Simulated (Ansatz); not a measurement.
Ti$_{3}$SiC$_{2}$ in space group P6_3/mmc (No. 194; Ti on 4f, Ti on 2a, Si on 2b, C on 4f), PBEsol (plane waves, PAW; program Ansatz), all energies at zero smearing, with the estimated change up to a 700 eV cutoff added, with one set of potentials and settings (totals compare only within such a set). Cell of 12 atoms (6 Ti, 2 Si, 4 C): -17084.227 eV.

```json
[
 {"element": "Ti", "reference phase": "P6/mmm, 3 atoms in the cell", "E (eV/atom)": "-2473.9117"},
 {"element": "Si", "reference phase": "Fd-3m, 2 atoms in the cell", "E (eV/atom)": "-621.4920"},
 {"element": "C", "reference phase": "P6_3/mmc, 4 atoms in the cell", "E (eV/atom)": "-246.6950"}
]
```

Formation energy per atom, worked out: (-17084.227 − 6×(-2473.9117) − 2×(-621.4920) − 4×(-246.6950))/12 = -0.916 eV/atom (-88 kJ per mol of atoms), at 0 K, without zero-point energy or fitted corrections.

The PBEsol relaxation kept the symmetry of its start; of distortions, only those at the zone centre were tested. No spin polarisation was allowed. The references are the lowest solids computed at this level, not always the standard phases.

Potentials: the later of the program's two PAW sets.
